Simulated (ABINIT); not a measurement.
**MgS (Niningerite): equation of state with WC**

The system is MgS (Niningerite).

```
S Mg
1.0
     0.00000    2.60165    2.60165
     2.60165    0.00000    2.60165
     2.60165    2.60165    0.00000
S Mg
1 1
Direct
  0.50000 0.50000 0.50000
  0.00000 0.00000 0.00000
```

- Program: ABINIT 10.8.3 (patched build)
- Task: equation of state
- Functional: WC
- Potentials or basis: JTH PAW PBE v2.0
- Cutoff: 653 eV
- k mesh: 9 × 9 × 9
- Occupations: fermi-dirac, width 0.05 eV
- Spin: no spin polarisation

```
Equilibrium volume                      : 17.45 Å³/atom
Bulk modulus                            : 78 GPa
Pressure derivative of the bulk modulus : 4.0
```

Energy against volume, from the lowest point:
```tsv
volume (Å³/atom)	energy (meV/atom)
16.553	12.01
16.905	4.11
17.257	0.22
17.609	0.00
17.962	3.09
18.314	9.19
18.666	17.94
```

Wall time 85 s on 1 thread of Arm Neoverse V1, with other jobs on the host, peak memory 0.13 GiB.

Caveat: pressures at fixed basis lie under the slope of the energies; the PAW data sets were made with another functional, which shifts forces and pressure a little.
